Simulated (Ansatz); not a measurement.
## Ta under changes of volume

One of the cells (18.010 Å³/atom); the others are scaled copies at fixed shape and fractional positions:

```
Ta
1.0
    -1.65128    1.65128    1.65128
     1.65128   -1.65128    1.65128
     1.65128    1.65128   -1.65128
Ta
1
Direct
  0.00000 0.00000 0.00000
```

```yaml
Program: Ansatz 0.2.0
Functional: LDA
Potentials_or_basis: all-electron LAPW, scalar-relativistic
Cutoff: 262 eV (chosen from the basis error)
Basis_error_allowed: 0.001 eV/atom
k_mesh: 11 × 11 × 11
Occupations: fermi-dirac, width 0.05 eV
Spin: no spin polarisation
```

| volume (Å³/atom) | energy over the lowest point (meV/atom) | pressure (GPa) |
| --- | --- | --- |
| 16.930 | 2.75 | 3.6 |
| 17.290 | 0.00 | -1.2 |
| 17.650 | 7.77 | -5.6 |
| 18.010 | 25.02 | -9.5 |
| 18.371 | 50.68 | -13.0 |
| 18.731 | ? | ? |
| 19.091 | 123.73 | -18.9 |

Q: What does the run at 18.731 Å³/atom give?

A: Energy over the lowest point 83.88 meV/atom; pressure -16.1 GPa.

Worked out: A Birch-Murnaghan fit of order 3 (a polynomial in V^(-2/3)) to the other rows has its minimum at 17.20 Å³/atom with B0 = V·E''(V) = 230 GPa and B' = 4.4. It gives 83.85 meV/atom at 18.731 Å³/atom, against the run's 83.88, and -dE/dV = -16.3 GPa, against -16.1.

Energies are extrapolated to zero smearing.

The runs don't all hold the same shells in valence.
